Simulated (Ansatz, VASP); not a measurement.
# Cross-check of Si54BN72 (start site: B_i (void)) between VASP and Ansatz, part 2 of 2

Wanted: the spread between two codes on one cell, functional and k mesh. Of the first pair: The structure shown is the start of the Ansatz relaxation below; VASP solves that cell, so the two are compared at the walk's first step.

VASP 6.6.1 and Ansatz 0.2.0.

So far. Step 3 (VASP: single point, PBEsol, start cell, pair 1): The run ends at a pressure of -0.96 GPa, with forces up to 3.5 eV/Å.

## (4) Comparison

Known differences besides the potentials themselves: VASP starts from the moments at which Ansatz ended; fixed occupations in Ansatz, narrow Gaussian smearing in VASP; the cutoff is 420 eV in Ansatz and 520 eV in VASP (PREC = Accurate, projectors in real space); Ansatz makes its cores anew for this functional, VASP keeps those of its PBE data sets. Total energies have different zeros and are not compared.

Forces on 9 of the 127 atoms, those with the largest forces and the largest differences (eV/Å; atoms numbered as in POSCAR):

```tsv
atom	Ansatz x, y, z	VASP x, y, z
Si3	-0.216, -1.335, 2.452	-0.222, -1.344, 2.478
Si40	0.982, -0.175, 2.588	0.986, -0.187, 2.606
Si44	0.675, 0.318, 2.853	0.665, 0.321, 2.874
N70	0.036, 0.023, 3.073	0.030, 0.024, 3.096
N94	-1.510, 0.777, -1.722	-1.535, 0.788, -1.737
N100	0.054, -1.316, 2.121	0.055, -1.346, 2.129
N109	-2.477, -2.053, 0.301	-2.491, -2.065, 0.312
N110	-2.656, -1.515, -0.787	-2.679, -1.529, -0.785
N122	-2.683, -1.894, -0.984	-2.709, -1.912, -0.992
```

The forces differ by 10 meV/Å r.m.s., which is 1.0 % of the r.m.s. force of 1.039 eV/Å (both taken over all components). Moments aren't recorded for both runs of this pair, so they may hold unlike magnetic states. The cell carries a charge of +2 e against a uniform background, so its pressure also hangs on how the neutralising background is counted, and in a defect's cell a gap may be the spacing between its levels.

## (5) Ansatz: relaxation, PBEsol

This run makes the geometry at which the two programs are then compared.

The structure compared here is the end of the Ansatz relaxation.

This is the run of step 2 again, met here at its other cell.

## (6) VASP: single point, PBEsol, relaxed atoms in a fixed cell, pair 2

The same cell, functional and mesh now go to VASP, with its own data sets.

The input, INCAR:

```
SYSTEM = Si54BN72
PREC = Accurate
ENCUT = 520
EDIFF = 1E-06
NELM = 200
ISMEAR = 0
SIGMA = 0.01
LREAL = Auto
ALGO = Normal
GGA = PS
NELECT = 577
NBANDS = 384
ISPIN = 2
MAGMOM = -0 0 0 -0 0 0 0 0 -0 -0 0 0 0 0 0 0 0 -0 0 0 -0 0 0 0 0 0 0 0 -0 -0 -0 -0 -0 0 0 0 0 0 0 0 -0 -0 -0 -0 0 0 0 0 0 0 0 -0 0 -0 -0 -0 0 -0 0 -0 0 0 -0 -0 0 0 0 0 -0 0 0 -0 0 0 -0 0 0 -0 -0 0 -0 0 0 0 0 -0 0.03 -0 0 0 0 0 0 0.01 0 0 0 -0 0 0 -0 0.04 0 0 -0 0 0 0.01 0 0 0 0.02 0 0 -0 0 0.03 -0 0 0 0.01 -0 0 0 0 0 0.22
LORBIT = 11
LWAVE = .FALSE.
LCHARG = .FALSE.
ISIF = 2
ISYM = 0
NUPDOWN = 1
LASPH = .TRUE.
GGA_COMPAT = .FALSE.
NCORE = 4
```

The input, POSCAR:

```
Si54BN72
1.0
   11.4366858787      6.6029736707      0.0000000000
  -11.4366858787      6.6029736707      0.0000000000
    0.0000000000      0.0000000000      8.7307673400
Si N B
54 72 1
Direct
    0.0215351731      0.8075260598      0.2520567506
    0.3525702489      0.4734214070      0.2500936340
[... 1 atom line left out ...]
    0.2145803610      0.0211238872      0.0844669573
[... 4 atom lines left out ...]
    0.8065695529      0.7854171663      0.0881800805
    0.1938539826      0.2137923225      0.2499968890
[... 4 atom lines left out ...]
    0.7877636342      0.9824097640      0.2449520450
[... 2 atom lines left out ...]
    0.9820697967      0.1957077029      0.0830384023
    0.0303518099      0.8091173496      0.5851605379
[... 2 atom lines left out ...]
    0.2158718180      0.0224785225      0.4170841092
[... 4 atom lines left out ...]
    0.8037191929      0.7879285697      0.4144102657
    0.1932727292      0.2131971574      0.5831064407
[... 4 atom lines left out ...]
    0.7833234173      0.9851925224      0.5731363785
[... 2 atom lines left out ...]
    0.9815167662      0.1951148428      0.4141683470
    0.0225346419      0.8064933656      0.9204286058
[... 2 atom lines left out ...]
    0.2163382193      0.0230577692      0.7516459527
[... 4 atom lines left out ...]
    0.7963406315      0.7640303786      0.7633816593
    0.1932664211      0.2135454841      0.9168866734
[... 4 atom lines left out ...]
    0.7928840246      0.9842062908      0.9173989487
[... 2 atom lines left out ...]
    0.9820741343      0.1963749324      0.7489281838
[... 8 atom lines left out ...]
    0.8815278079      0.7913599658      0.2550729855
    0.0903959732      0.8816881004      0.0855458431
[... 4 atom lines left out ...]
    0.7930789825      0.9099689101      0.0803552507
    0.2108880138      0.0913648475      0.2506499309
[... 2 atom lines left out ...]
    0.1202187041      0.2111298614      0.0835392342
[... 4 atom lines left out ...]
    0.9101450799      0.1203916274      0.2483820663
    0.9990358058      0.6672659026      0.5846060817
    0.3330042166      0.3331219783      0.5832216818
    0.6639424000      0.9996819181      0.5850647555
[... 2 atom lines left out ...]
    0.6677320073      0.6668837176      0.4226453750
[... 2 atom lines left out ...]
    0.8902342158      0.8125738259      0.5946803704
    0.0920547047      0.8823464839      0.4182848768
[... 4 atom lines left out ...]
    0.7897761691      0.9113034029      0.4141222649
    0.2118948449      0.0916640679      0.5842339638
[... 2 atom lines left out ...]
    0.1194056052      0.2098768916      0.4166162296
[... 4 atom lines left out ...]
    0.9090688957      0.1201535111      0.5819596372
[... 2 atom lines left out ...]
    0.6699674734      0.9980493027      0.9108898890
    0.9997268095      0.3345391584      0.7489750144
    0.3339587399      0.9999950707      0.7506105990
    0.6579497245      0.6585059590      0.7509409833
[... 2 atom lines left out ...]
    0.8799466665      0.7858972263      0.9217804087
    0.0911525067      0.8830148504      0.7535427023
[... 4 atom lines left out ...]
    0.8125503291      0.9135801212      0.7411855318
    0.2108509165      0.0914709024      0.9179329837
[... 2 atom lines left out ...]
    0.1197201184      0.2106270028      0.7494763788
[... 4 atom lines left out ...]
    0.9124053583      0.1215791316      0.9151480847
    0.9233329256      0.9337786397      0.6593476200
```

The input, KPOINTS:

```
Points of the shifted mesh
1
Reciprocal
 0.2500000000  0.2500000000  0.2500000000 1
```

PAW data sets: Si, N and B (PBE family, release 64).

Launch:

```bash
$ mpirun -np 16 vasp_std
```

Numbers of over 12 decimals in the logs are rounded to 6 here.

The log of the run:

```text
[banner, memory and clock lines left out]
running   16 mpi-ranks, on    1 nodes
[...]
[... a notice as in an earlier step ...]

 LDA part: xc-table for (Slater+PW92), standard interpolation
 POSCAR, INCAR and KPOINTS ok, starting setup
[...]
entering main loop
       N       E                     dE             d eps       ncg     rms          rms(c)
DAV:   1     0.267439307666E+04    0.26744E+04   -0.28541E+05  1552   0.139E+03
DAV:   2    -0.976458230766E+03   -0.36509E+04   -0.34981E+04  1888   0.300E+02
DAV:   3    -0.123563485135E+04   -0.25918E+03   -0.25702E+03  1880   0.814E+01
DAV:   4    -0.124132351038E+04   -0.56887E+01   -0.56651E+01  1920   0.124E+01
DAV:   5    -0.124146843925E+04   -0.14493E+00   -0.14468E+00  1896   0.193E+00BRMIX: very serious problems
 the old and the new charge density differ
 old charge density:   579.00000 new  577.00000
    0.865E+01
DAV:   6    -0.110424828066E+04    0.13722E+03   -0.51114E+02  1784   0.308E+01    0.394E+01
DAV:   7    -0.110237719489E+04    0.18711E+01   -0.27366E+01  1920   0.760E+00    0.183E+01
DAV:   8    -0.110146917510E+04    0.90802E+00   -0.21221E+00  1832   0.252E+00    0.636E+00
DAV:   9    -0.110132297934E+04    0.14620E+00   -0.40150E-01  1880   0.115E+00    0.112E+00
[...]
DAV:  16    -0.110133762564E+04   -0.49183E-04   -0.43021E-05  1688   0.948E-03    0.568E-03
DAV:  17    -0.110133763231E+04   -0.66775E-05   -0.81330E-06  1752   0.462E-03    0.395E-03
DAV:  18    -0.110133763324E+04   -0.92774E-06   -0.12131E-06  1216   0.201E-03
   1 F= -.11013376E+04 E0= -.11013376E+04  d E =-.132843E-13  mag=     1.0000
```

Parts of OUTCAR (step 6):

```text
 magnetization (x)
# of ion       s       p       d       tot
------------------------------------------
    1       -0.000  -0.000   0.000  -0.000
    2       -0.000   0.000   0.000   0.000
    3        0.000  -0.000   0.000   0.000
    4       -0.000  -0.000   0.000  -0.000
    5       -0.000   0.000   0.000   0.000
    6        0.000   0.000   0.000   0.000
[...]
125        0.000   0.000   0.000   0.000
  126       -0.000   0.000   0.000   0.000
  127        0.158   0.257   0.000   0.416
--------------------------------------------------
tot          0.173   0.402   0.000   0.575
```

The run ends at a pressure of -1.90 GPa, with forces up to 0.089 eV/Å.

## (7) Comparison

What differs besides the data sets and the points named for the pairs above, as far as they apply: site moments are counted in spheres of each program's own size. Total energies have different zeros and are not compared.

The two programs side by side:

```tsv
quantity	Ansatz	VASP	difference
total moment, fixed by the input (μB)	1.00	1.00	0.00
moment on B127 (μB)	0.22	0.42	-0.19
```

The largest component of a force difference here is 74 meV/Å. The cell carries a charge of +2 e against a uniform background, so its pressure also hangs on how the neutralising background is counted, and in a defect's cell a gap may be the spacing between its levels. The total moments and the pattern agree; the site moments differ because the programs count them in spheres of different size.

## (8) What came out

| Property | Result |
| --- | --- |
| r.m.s. force difference (single point, PBEsol, start cell, pair 1) | 0.96 % of the r.m.s. force |
| difference in moment on B127 (single point, PBEsol, relaxed atoms in a fixed cell, pair 2) | -0.19 μB |
| r.m.s. force difference (single point, PBEsol, relaxed atoms in a fixed cell, pair 2) | 7.4 meV/Å |

In words: The r.m.s. force difference is 7.4 meV/Å (single point, PBEsol, relaxed atoms in a fixed cell, pair 2), within the 12 meV/Å picked in this series as the mark of a large difference. How closely two codes agree says nothing of how well the functional describes the real material.

[Lines on the potential files, build, host, timing and source positions are cut from VASP's logs without a mark.]

[Logs are printed without paths, hosts, clocks, repeated set-up lines and the standing remarks that a program may print on its own settings, such as how far it seeks lower states.]

[Hosts, paths, dates, database ids (printed as entryN), source tags and the programs' standing remarks are cut or masked in the printed files.]
